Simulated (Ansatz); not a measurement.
The system is Cd.

```
CELL_PARAMETERS angstrom
-1.78432 1.78432 1.78432
1.78432 -1.78432 1.78432
1.78432 1.78432 -1.78432
ATOMIC_POSITIONS crystal
Cd 0.00000 0.00000 0.00000
```

This isn't the form of Cd at room conditions, which is hcp.

- Program: Ansatz 0.2.0
- Task: relaxation of cell and atoms
- Functional: revPBE
- Potentials or basis: Ansatz PAW
- Cutoff: 420 eV (not typed: the program's choice for these potentials)
- k mesh: 10 × 10 × 10
- Occupations: fermi-dirac, width 0.05 eV
- Spin: no spin polarisation

At the start: volume 22.72 Å³/atom.

Where does the relaxation end?

It ends after 5 steps and the volume is 24.66 Å³/atom (+8.5 %); space group Im-3m (No. 229, to 0.05 Å).

The path:
| step | energy change (eV) | largest force (eV/Å) | volume (Å³) |
| --- | --- | --- | --- |
| 1 | 0.0000 | 0.0000 | 22.72 |
| 2 | -0.0143 | 0.0000 | 24.09 |
| 3 | -0.0154 | 0.0000 | 24.59 |
| 4 | -0.0154 | 0.0000 | 24.66 |
| 5 | -0.0160 | 0.0000 | 24.66 |

Final structure:
```cif
data_structure
_symmetry_space_group_name_H-M 'P 1'
_symmetry_Int_Tables_number 1
_cell_length_a 3.1760
_cell_length_b 3.1760
_cell_length_c 3.1760
_cell_angle_alpha 109.471
_cell_angle_beta 109.471
_cell_angle_gamma 109.471
_cell_volume 24.66
loop_
_atom_site_label
_atom_site_type_symbol
_atom_site_fract_x
_atom_site_fract_y
_atom_site_fract_z
_atom_site_occupancy
Cd1 Cd 0.00000 0.00000 0.00000 1
```

Caveat: the plane-wave basis is chosen anew once the cell has moved, so the energies of steps on either side of that aren't comparable; the PAW data sets come from PBE, with cores solved anew for the run's functional, which leaves a small shift of forces and pressure.
